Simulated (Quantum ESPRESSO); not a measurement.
# ZrB2 (P6/mmm) in Quantum ESPRESSO: notebook, part 2 of 2

Quantum ESPRESSO 7.5.

## 3. Band structure, PBE, spin-orbit coupling, no magnetisation

Input file pw.in:

```
&CONTROL
  calculation = 'scf'
  prefix = 'pwscf'
  outdir = './tmp'
  pseudo_dir = './pseudo'
  tprnfor = .true.
  tstress = .true.
  disk_io = 'low'
/
&SYSTEM
  ibrav = 0
  celldm(1) = 8
  nat = 3
  ntyp = 2
  ecutwfc = 76
  nbnd = 30
  occupations = 'smearing'
  smearing = 'fd'
  degauss = 0.00367493
  noncolin = .true.
  lspinorb = .true.
/
&ELECTRONS
  conv_thr = 6d-10
  electron_maxstep = 120
  mixing_beta = 0.5
/
ATOMIC_SPECIES
Zr    91.2240 Zr.upf
B     10.8100 B.upf
CELL_PARAMETERS alat
  0.7488039768830   0.0000000000000   0.0000000000000
 -0.3744019884415   0.6484832664362   0.0000000000000
  0.0000000000000   0.0000000000000   0.8345502997879
ATOMIC_POSITIONS crystal
Zr     0.0000000000    0.0000000000    0.0000000000
B      0.6666666667    0.3333333333    0.5000000000
B      0.3333333333    0.6666666667    0.5000000000
K_POINTS automatic
10 10 8 0 0 0
```

Input file bands.in:

```
&CONTROL
  calculation = 'bands'
  prefix = 'pwscf'
  outdir = './tmp'
  pseudo_dir = './pseudo'
  disk_io = 'low'
  verbosity = 'high'
/
&SYSTEM
  ibrav = 0
  celldm(1) = 8
  nat = 3
  ntyp = 2
  ecutwfc = 76
  nbnd = 30
  occupations = 'smearing'
  smearing = 'fd'
  degauss = 0.00367493
  noncolin = .true.
  lspinorb = .true.
/
&ELECTRONS
  conv_thr = 1d-08
  electron_maxstep = 120
  mixing_beta = 0.5
  diago_full_acc = .true.
  startingwfc = 'random'
/
ATOMIC_SPECIES
Zr    91.2240 Zr.upf
B     10.8100 B.upf
CELL_PARAMETERS alat
  0.7488039768830   0.0000000000000   0.0000000000000
 -0.3744019884415   0.6484832664362   0.0000000000000
  0.0000000000000   0.0000000000000   0.8345502997879
ATOMIC_POSITIONS crystal
Zr     0.0000000000    0.0000000000    0.0000000000
B      0.6666666667    0.3333333333    0.5000000000
B      0.3333333333    0.6666666667    0.5000000000
K_POINTS crystal
60
 0.0000000000  0.0000000000  0.0000000000 1
 0.0714285714  0.0000000000  0.0000000000 1
 0.1428571429  0.0000000000  0.0000000000 1
 0.2142857143  0.0000000000  0.0000000000 1
 0.2857142857  0.0000000000  0.0000000000 1
 0.3571428571  0.0000000000  0.0000000000 1
 0.4285714286  0.0000000000  0.0000000000 1
 0.5000000000  0.0000000000  0.0000000000 1
 0.4583333333  0.0833333333  0.0000000000 1
 0.4166666667  0.1666666667  0.0000000000 1
 0.3750000000  0.2500000000  0.0000000000 1
 0.3333333333  0.3333333333  0.0000000000 1
 0.2916666667  0.2916666667  0.0000000000 1
 0.2500000000  0.2500000000  0.0000000000 1
 0.2083333333  0.2083333333  0.0000000000 1
 0.1666666667  0.1666666667  0.0000000000 1
 0.1250000000  0.1250000000  0.0000000000 1
 0.0833333333  0.0833333333  0.0000000000 1
 0.0416666667  0.0416666667  0.0000000000 1
 0.0000000000  0.0000000000  0.0000000000 1
 0.0000000000  0.0000000000  0.1000000000 1
 0.0000000000  0.0000000000  0.2000000000 1
 0.0000000000  0.0000000000  0.3000000000 1
 0.0000000000  0.0000000000  0.4000000000 1
 0.0000000000  0.0000000000  0.5000000000 1
 0.0714285714  0.0000000000  0.5000000000 1
 0.1428571429  0.0000000000  0.5000000000 1
 0.2142857143  0.0000000000  0.5000000000 1
 0.2857142857  0.0000000000  0.5000000000 1
 0.3571428571  0.0000000000  0.5000000000 1
 0.4285714286  0.0000000000  0.5000000000 1
 0.5000000000  0.0000000000  0.5000000000 1
 0.4583333333  0.0833333333  0.5000000000 1
 0.4166666667  0.1666666667  0.5000000000 1
 0.3750000000  0.2500000000  0.5000000000 1
 0.3333333333  0.3333333333  0.5000000000 1
 0.3000000000  0.3000000000  0.5000000000 1
 0.2666666667  0.2666666667  0.5000000000 1
 0.2333333333  0.2333333333  0.5000000000 1
 0.2000000000  0.2000000000  0.5000000000 1
 0.1666666667  0.1666666667  0.5000000000 1
 0.1333333333  0.1333333333  0.5000000000 1
 0.1000000000  0.1000000000  0.5000000000 1
 0.0666666667  0.0666666667  0.5000000000 1
 0.0333333333  0.0333333333  0.5000000000 1
 0.0000000000  0.0000000000  0.5000000000 1
 0.5000000000  0.0000000000  0.5000000000 1
 0.5000000000  0.0000000000  0.4166666667 1
 0.5000000000  0.0000000000  0.3333333333 1
 0.5000000000  0.0000000000  0.2500000000 1
 0.5000000000  0.0000000000  0.1666666667 1
 0.5000000000  0.0000000000  0.0833333333 1
 0.5000000000  0.0000000000  0.0000000000 1
 0.3333333333  0.3333333333  0.0000000000 1
 0.3333333333  0.3333333333  0.0833333333 1
 0.3333333333  0.3333333333  0.1666666667 1
 0.3333333333  0.3333333333  0.2500000000 1
 0.3333333333  0.3333333333  0.3333333333 1
 0.3333333333  0.3333333333  0.4166666667 1
 0.3333333333  0.3333333333  0.5000000000 1
```

Potentials or basis: PseudoDojo 0.4 FR PBE standard.

Run with:

```bash
$ OMP_NUM_THREADS=1 pw.x -in pw.in > pw.out
$ OMP_NUM_THREADS=1 pw.x -in bands.in > bands.out
```

pw.out:

```text
This program is part of the open-source Quantum ESPRESSO suite
     for quantum simulation of materials; please cite
[... 9 lines left out ...]
     --------------------
     sticks:   dense  smooth     PW     G-vecs:    dense   smooth      PW
     Sum         745     745    223                18541    18541    3027

     Using Slab Decomposition

     bravais-lattice index     =            0
     lattice parameter (alat)  =       8.0000  a.u.
     unit-cell volume          =     207.4863 (a.u.)^3
     number of atoms/cell      =            3
     number of atomic types    =            2
     number of electrons       =        18.00
     number of Kohn-Sham states=           30
     kinetic-energy cutoff     =      76.0000  Ry
     charge density cutoff     =     304.0000  Ry
     scf convergence threshold =      6.0E-10
     mixing beta               =       0.5000
     number of iterations used =            8  plain     mixing
     Exchange-correlation= PBE
                           (   1   4   3   4   0   0   0)
     Non magnetic calculation with spin-orbit

     celldm(1)=   8.000000  celldm(2)=   0.000000  celldm(3)=   0.000000
     celldm(4)=   0.000000  celldm(5)=   0.000000  celldm(6)=   0.000000

     crystal axes: (cart. coord. in units of alat)
               a(1) = (   0.748804   0.000000   0.000000 )
               a(2) = (  -0.374402   0.648483   0.000000 )
               a(3) = (   0.000000   0.000000   0.834550 )

     reciprocal axes: (cart. coord. in units 2 pi/alat)
               b(1) = (  1.335463  0.771030 -0.000000 )
               b(2) = (  0.000000  1.542060  0.000000 )
               b(3) = (  0.000000 -0.000000  1.198250 )

     PseudoPot. # 1 for Zr read from file:
     Zr.upf
     Pseudo is Norm-conserving + core correction, Zval = 12.0
     Generated using ONCVPSP code by D. R. Hamann
     Using radial grid of 1622 points, 10 beta functions with:
                l(1) =   0
                l(2) =   0
                l(3) =   1
                l(4) =   1
                l(5) =   1
                l(6) =   1
                l(7) =   2
                l(8) =   2
                l(9) =   2
               l(10) =   2

     PseudoPot. # 2 for B  read from file:
     B.upf
     Pseudo is Norm-conserving + core correction, Zval =  3.0
     Generated using ONCVPSP code by D. R. Hamann
     Using radial grid of 1534 points,  6 beta functions with:
                l(1) =   0
                l(2) =   0
                l(3) =   1
                l(4) =   1
                l(5) =   1
                l(6) =   1

     atomic species   valence    mass     pseudopotential
     Zr               12.00    91.22400     Zr( 1.00)
     B                 3.00    10.81000     B ( 1.00)

     24 Sym. Ops., with inversion, found

   Cartesian axes

     site n.     atom                  positions (alat units)
         1        Zr     tau(   1) = (   0.0000000   0.0000000   0.0000000  )
         2        B      tau(   2) = (   0.3744020   0.2161611   0.4172751  )
         3        B      tau(   3) = (  -0.0000000   0.4323222   0.4172751  )

     number of k points=    70  Fermi-Dirac smearing, width (Ry)=  0.0037
                       cart. coord. in units 2pi/alat
        k(    1) = (   0.0000000   0.0000000   0.0000000), wk =   0.0012500
        k(    2) = (   0.0000000   0.0000000   0.1497813), wk =   0.0025000
        k(    3) = (   0.0000000   0.0000000   0.2995625), wk =   0.0025000
        k(    4) = (   0.0000000   0.0000000   0.4493438), wk =   0.0025000
        k(    5) = (   0.0000000   0.0000000  -0.5991251), wk =   0.0012500
        k(    6) = (   0.0000000   0.1542060   0.0000000), wk =   0.0075000
[... 62 lines left out ...]
        k(   69) = (   0.4006389   0.6939269   0.4493438), wk =   0.0150000
        k(   70) = (   0.4006389   0.6939269  -0.5991251), wk =   0.0075000

     Dense  grid:    18541 G-vectors     FFT dimensions: (  36,  36,  40)

     Initial potential from superposition of free atoms

     starting charge      17.9971, renormalised to      18.0000
     Starting wfcs are   36 randomized atomic wfcs

     Self-consistent Calculation

     iteration #  1     ecut=    76.00 Ry     beta= 0.50
     Davidson diagonalization with overlap
     ethr =  1.00E-02,  avg # of iterations =  2.8

     total energy              =    -113.14789227 Ry
     estimated scf accuracy    <       0.25203921 Ry
[... 43 lines left out ...]
     iteration #  8     ecut=    76.00 Ry     beta= 0.50
     Davidson diagonalization with overlap
     ethr =  2.31E-11,  avg # of iterations =  2.0

     End of self-consistent calculation

          k = 0.0000 0.0000 0.0000 (  2329 PWs)   bands (ev):

   -32.7475 -32.7475 -11.8226 -11.8226 -10.1686 -10.1686  -9.8244  -9.8244
     3.1419   3.1419  13.2247  13.2247  13.2516  13.2516  13.2919  13.2919
    13.5211  13.5211  19.2393  19.2393  19.3043  19.3043  20.0010  20.0010
    20.0867  20.0867  20.7662  20.7663  21.0179  21.0179
[... 192 lines left out ...]
   -32.6157 -32.6157 -12.1627 -12.1627 -10.6220 -10.6220 -10.1723 -10.1723
     6.1132   6.1132   8.4602   8.4602  11.4322  11.4322  12.1798  12.1798
    13.6263  13.6263  18.2264  18.2264  21.0997  21.0997  21.4678  21.4678
    21.5573  21.5573  22.1638  22.1638  23.8472  23.8472

          k = 0.0000-0.7710-0.5991 (  2336 PWs)   bands (ev):

   -32.6131 -32.6131 -12.1703 -12.1703 -10.6380 -10.6380 -10.1754 -10.1754
     5.9485   5.9485   8.8758   8.8758  11.2570  11.2570  11.7414  11.7414
    13.8587  13.8587  19.6130  19.6130  19.9863  19.9863  21.1602  21.1602
    22.1045  22.1045  22.3500  22.3500  23.9035  23.9035
[... 276 lines left out ...]
   -32.6007 -32.6007 -12.1629 -12.1629 -10.5209 -10.5209 -10.4089 -10.4089
     6.6824   6.6824   7.6411   7.6411  10.9657  10.9657  13.0749  13.0749
    13.1926  13.1926  19.8829  19.8829  21.5893  21.5893  21.9459  21.9460
    22.1148  22.1148  22.9157  22.9158  22.9585  22.9585

     the Fermi energy is    15.7910 ev

!    total energy              =    -113.22765630 Ry
     estimated scf accuracy    <          1.3E-10 Ry
     smearing contrib. (-TS)   =      -0.00020811 Ry
     internal energy E=F+TS    =    -113.22744819 Ry

     The total energy is F=E-TS. E is the sum of the following terms:
     one-electron contribution =      -3.87878820 Ry
     hartree contribution      =      12.38362344 Ry
     xc contribution           =     -25.14149545 Ry
     ewald contribution        =     -96.59078797 Ry

     convergence has been achieved in   8 iterations

     Forces acting on atoms (cartesian axes, Ry/au):

     atom    1 type  1   force =     0.00000000   -0.00000000    0.00000000
     atom    2 type  2   force =    -0.00000000   -0.00000000    0.00000000
     atom    3 type  2   force =    -0.00000000   -0.00000000    0.00000000

     Total force =     0.000000     Total SCF correction =     0.000000

     Computing stress (Cartesian axis) and pressure

          total   stress  (Ry/bohr**3)                   (kbar)     P=        8.98
   0.00003236  -0.00000000   0.00000000            4.76       -0.00        0.00
  -0.00000000   0.00003236   0.00000000           -0.00        4.76        0.00
   0.00000000  -0.00000000   0.00011842            0.00       -0.00       17.42

=------------------------------------------------------------------------------=
   JOB DONE.
=------------------------------------------------------------------------------=
```

bands.out:

```text
This program is part of the open-source Quantum ESPRESSO suite
     for quantum simulation of materials; please cite
         "P. Giannozzi et al., J. Phys.:Condens. Matter 21 395502 (2009);
         "P. Giannozzi et al., J. Phys.:Condens. Matter 29 465901 (2017);
         "P. Giannozzi et al., J. Chem. Phys. 152 154105 (2020);
[... 1004 lines left out ...]
     7.1246   7.1246   7.1293   7.1293  10.9373  10.9373  13.1354  13.1354
    13.2462  13.2462  19.9583  19.9583  21.8676  21.8676  21.9232  21.9232
    22.3982  22.3982  22.4802  22.4802  22.6543  22.6543

=------------------------------------------------------------------------------=
   JOB DONE.
=------------------------------------------------------------------------------=
```

Wall time 4.1 min (1 thread of Arm Neoverse V2, shared host); peak memory 0.22 GiB.

What came out:

- Free energy: -1540.5407 eV
- Pressure: 0.9 GPa
- Band gap on the k mesh: none (metal or under the smearing width)

Levels at the corners of the path, in eV from the Fermi level:
| point | band 16 | band 17 | band 18 | band 19 | band 20 | band 21 |
| --- | --- | --- | --- | --- | --- | --- |
| Γ | -2.50 | -2.27 | -2.27 | 3.45 | 3.45 | 3.51 |
| M | -2.98 | -2.60 | -2.60 | 2.32 | 2.32 | 2.39 |
| K | -2.38 | -2.36 | -2.36 | 1.62 | 1.62 | 1.68 |
| Γ | -2.50 | -2.27 | -2.27 | 3.45 | 3.45 | 3.51 |
| A | -0.88 | 0.40 | 0.40 | 0.43 | 0.43 | 0.81 |
| L | -4.05 | -1.93 | -1.93 | 3.82 | 3.82 | 4.20 |
| H | -2.66 | -2.54 | -2.54 | 4.17 | 4.17 | 6.08 |
| A | -0.88 | 0.40 | 0.40 | 0.43 | 0.43 | 0.81 |
| L | -4.05 | -1.93 | -1.93 | 3.82 | 3.82 | 4.20 |
| M | -2.98 | -2.60 | -2.60 | 2.32 | 2.32 | 2.39 |
| K | -2.38 | -2.36 | -2.36 | 1.62 | 1.62 | 1.68 |
| H | -2.66 | -2.54 | -2.54 | 4.17 | 4.17 | 6.08 |

## 4. Band structure, LDA

Edit pw.in of step 3 so:

```diff
@@ -15,3 +15,3 @@
   ecutwfc = 76
-  nbnd = 30
+  nbnd = 15
   occupations = 'smearing'
@@ -19,4 +19,2 @@
   degauss = 0.00367493
-  noncolin = .true.
-  lspinorb = .true.
 /
```

Input file pp_density.in:

```
&INPUTPP
  prefix = 'pwscf'
  outdir = './tmp'
  filplot = 'density.dat'
  plot_num = 0
/
&PLOT
  nfile = 1
  filepp(1) = 'density.dat'
  iflag = 3
  output_format = 6
  fileout = 'density.cube'
/
```

Input file pp_potential.in:

```
&INPUTPP
  prefix = 'pwscf'
  outdir = './tmp'
  filplot = 'potential.dat'
  plot_num = 11
/
&PLOT
  nfile = 1
  filepp(1) = 'potential.dat'
  iflag = 3
  output_format = 6
  fileout = 'potential.cube'
/
```

Input file pp_elf.in:

```
&INPUTPP
  prefix = 'pwscf'
  outdir = './tmp'
  filplot = 'elf.dat'
  plot_num = 8
/
&PLOT
  nfile = 1
  filepp(1) = 'elf.dat'
  iflag = 3
  output_format = 6
  fileout = 'elf.cube'
/
```

Edit bands.in of step 3 so:

```diff
@@ -14,3 +14,3 @@
   ecutwfc = 76
-  nbnd = 30
+  nbnd = 15
   occupations = 'smearing'
@@ -18,4 +18,2 @@
   degauss = 0.00367493
-  noncolin = .true.
-  lspinorb = .true.
 /
```

Potentials or basis: PseudoDojo 0.4.1 SR LDA standard.

Run with:

```bash
$ OMP_NUM_THREADS=1 pw.x -in pw.in > pw.out
$ OMP_NUM_THREADS=1 pp.x -in pp_density.in > pp_density.out
$ OMP_NUM_THREADS=1 pp.x -in pp_potential.in > pp_potential.out
$ OMP_NUM_THREADS=1 pp.x -in pp_elf.in > pp_elf.out
$ OMP_NUM_THREADS=1 pw.x -in bands.in > bands.out
```

Wall time 56 s (1 thread of Arm Neoverse V2, shared host); peak memory 0.09 GiB.

Results (log left out):

```
Free energy            : -1543.3832 eV
Pressure               : -8.6 GPa
Band gap on the k mesh : none (metal or under the smearing width)
```

Stress tensor (GPa, compression positive):
```
-8.96  0.00  0.00
 0.00 -8.96  0.00
 0.00  0.00 -8.01
```

Levels at the corners of the path, in eV from the Fermi level:
```
point  band 7  band 8  band 9  band 10  band 11  band 12
    Γ   -2.53   -2.50   -2.21     3.46     3.46     4.23
    M   -3.79   -2.94   -2.59     2.35     2.38     5.00
    K   -6.80   -2.35   -2.35     1.66     1.66     3.22
    Γ   -2.53   -2.50   -2.21     3.46     3.46     4.23
    A   -0.86   -0.86    0.41     0.41     0.85     0.85
    L   -4.51   -4.03   -1.86     3.79     4.30     5.37
    H   -4.79   -2.56   -2.56     4.14     6.14     6.14
    A   -0.86   -0.86    0.41     0.41     0.85     0.85
    L   -4.51   -4.03   -1.86     3.79     4.30     5.37
    M   -3.79   -2.94   -2.59     2.35     2.38     5.00
    K   -6.80   -2.35   -2.35     1.66     1.66     3.22
    H   -4.79   -2.56   -2.56     4.14     6.14     6.14
```

## 5. Band structure, PBEsol

pw.in is that of step 4.

pp_density.in is that of step 4.

pp_potential.in is that of step 4.

pp_elf.in is that of step 4.

bands.in is that of step 4.

Potentials or basis: PseudoDojo 0.4.1 SR PBEsol standard.

Run with:

```bash
$ OMP_NUM_THREADS=1 pw.x -in pw.in > pw.out
$ OMP_NUM_THREADS=1 pp.x -in pp_density.in > pp_density.out
$ OMP_NUM_THREADS=1 pp.x -in pp_potential.in > pp_potential.out
$ OMP_NUM_THREADS=1 pp.x -in pp_elf.in > pp_elf.out
$ OMP_NUM_THREADS=1 pw.x -in bands.in > bands.out
```

Wall time 57 s (1 thread of Arm Neoverse V2, shared host); peak memory 0.09 GiB.

The run converged. Its results:

* Free energy: -1539.8630 eV
* Pressure: -3.7 GPa
* Band gap on the k mesh: none (metal or under the smearing width)

Stress tensor (GPa, compression positive):
```
-3.66  0.00  0.00
 0.00 -3.66  0.00
 0.00  0.00 -3.84
```

Levels at the corners of the path, in eV from the Fermi level:
| point | band 6 | band 7 | band 8 | band 9 | band 10 | band 11 | band 12 | band 13 |
| --- | --- | --- | --- | --- | --- | --- | --- | --- |
| Γ | -2.53 | -2.53 | -2.52 | -2.22 | 3.49 | 3.49 | 4.29 | 4.29 |
| M | -8.36 | -3.80 | -2.94 | -2.61 | 2.37 | 2.39 | 5.03 | 5.11 |
| K | -7.64 | -6.83 | -2.36 | -2.36 | 1.66 | 1.66 | 3.25 | 8.65 |
| Γ | -2.53 | -2.53 | -2.52 | -2.22 | 3.49 | 3.49 | 4.29 | 4.29 |
| A | -6.88 | -0.83 | -0.83 | 0.41 | 0.41 | 0.86 | 0.86 | 1.91 |
| L | -6.86 | -4.51 | -4.05 | -1.89 | 3.83 | 4.22 | 5.41 | 6.36 |
| H | -8.62 | -4.82 | -2.58 | -2.58 | 4.18 | 6.15 | 6.15 | 6.69 |
| A | -6.88 | -0.83 | -0.83 | 0.41 | 0.41 | 0.86 | 0.86 | 1.91 |
| L | -6.86 | -4.51 | -4.05 | -1.89 | 3.83 | 4.22 | 5.41 | 6.36 |
| M | -8.36 | -3.80 | -2.94 | -2.61 | 2.37 | 2.39 | 5.03 | 5.11 |
| K | -7.64 | -6.83 | -2.36 | -2.36 | 1.66 | 1.66 | 3.25 | 8.65 |
| H | -8.62 | -4.82 | -2.58 | -2.58 | 4.18 | 6.15 | 6.15 | 6.69 |

## 6. Overview

| level | potentials or basis | spin | form of the LDA correlation | gap on the mesh (eV) | pressure (GPa) |
| --- | --- | --- | --- | --- | --- |
| PBE | PseudoDojo 0.4.1 SR PBE standard | off | - | none | 0.8 |
| PBE | PseudoDojo 0.4 FR PBE standard | SOC, no magnetisation | - | none | 0.9 |
| LDA | PseudoDojo 0.4.1 SR LDA standard | off | PW92 | none | -8.6 |
| PBEsol | PseudoDojo 0.4.1 SR PBEsol standard | off | - | none | -3.7 |

Alike in all rows: task band structure; cell as given; k mesh 10 × 10 × 8; cutoff (eV) 1034; smearing fermi-dirac 0.05 eV.

Absolute energies hang on the potentials; compare differences alone.
